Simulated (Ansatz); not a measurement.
**AgI (zincblende type): how the settings move a single-point run**

How sensitive is a single-point run of AgI (zincblende type) to its settings? A reference run comes first, then one run with altered input.

Program: Ansatz 0.2.0. Level of theory: reference: DFT, PBEsol, PAW with Ansatz's default frozen-core files, scalar-relativistic. These are calculated values, not measurements.

1 further run of the same task is left out (it didn't finish). Runs told in other sessions of the task aren't counted.

### 1 Starting point

The structure is cubic, space group F-43m (No. 216). Conventional cell: a = 4.754 Å, b = 4.754 Å, c = 4.754 Å, α = 90.00°, β = 90.00°, γ = 90.00°. Around Ag (site symmetry -43m) lie 4 I at 2.06 Å. Around I (site symmetry -43m) lie 4 Ag at 2.06 Å.

Coordinates:

```xyz
2
Lattice="0.0000 2.3770 2.3770 2.3770 0.0000 2.3770 2.3770 2.3770 0.0000" Properties=species:S:1:pos:R:3 pbc="T T T"
Ag    0.0000    0.0000    0.0000
I     1.1885    1.1885    1.1885
```

### 2 Baseline

File input.yaml:

```yaml
crystal:
  lattice:
    - [0.0, 2.3770076546, 2.3770076546]
    - [2.3770076546, 0.0, 2.3770076546]
    - [2.3770076546, 2.3770076546, 0.0]
  atoms:
    - { symbol: Ag, position: [0.0, 0.0, 0.0] }
    - { symbol: I, position: [0.25, 0.25, 0.25] }
kpoints:
  mp_grid: { grid: [12, 12, 12] }
scf:
  occupations: { method: fermi_dirac, width: 0.05 }
hamiltonian:
  xc: pbesol
  pseudopotentials: { kind: paw }
output:
  forces: true
  stress: true
  eigenvalues: true
basis:
  ecutwfc: 1000
```

On the command line:

```bash
$ ansatz run input.yaml --threads 1 --pin off --max-ram 2048MiB --backend cpu --events-out ev --progress --plain --runs-dir out
```

### 3 Changed: dispersion d3bj, xc_grid 2

input.yaml: that of step 2 with these lines changed.

```diff
@@ -15,2 +15,3 @@
   pseudopotentials: { kind: paw }
+  dispersion: d3bj
 output:
@@ -19,3 +20,8 @@
   eigenvalues: true
+  write_density: true
+  write_potential: true
+  elf: true
+  volumetric_format: npy
 basis:
   ecutwfc: 1000
+  xc_grid: 2
```

Before running it: what results should come out? Wanted: for each run, ending; energy change; pressure; gap; force.

**Answer**, as computed:

| run | ending | energy change | pressure (GPa) | gap (eV) | force (eV/Å) | cycles | time |
| --- | --- | --- | --- | --- | --- | --- | --- |
| reference | converged | 0 | 340.5 | 0.11 | 0.00 | 6 | 14 s |
| 1: dispersion d3bj, xc_grid 2 | converged | -797.6 meV/atom (offset of the dispersion model) | 330.8 | 0.11 | 0.00 | 6 | 19 s |

Times don't compare one to one where runs were asked for different outputs or read a saved state (see the inputs); cycles may leave out searches for a lower state.

Residual by cycle in the longest SCF loop of each run; runs are numbered as in the table. The quantity is the density residual dr2, in eV.

| cycle | reference | run 1 |
| --- | --- | --- |
| 1 | 0.0544 | 0.0544 |
| 2 | 0.00785 | 0.00785 |
| 3 | 0.0028 | 0.0028 |
| 4 | 1.7e-5 | 1.7e-5 |
| 5 | 1.3e-6 | 1.3e-6 |
| 6 | 2.2e-8 | 2.2e-8 |

What this shows: The energy moves by -797.6 meV/atom, nearly all of it the dispersion term itself (-797.6 meV/atom); that offset belongs to the model and is no gain or loss of stability; the pressure goes from 340.5 to 330.8 GPa. The structure is not at rest: the sound run finds 341 GPa, so these are no properties of the relaxed crystal.  The gap of the reference lacks spin-orbit coupling, though the cell holds I.
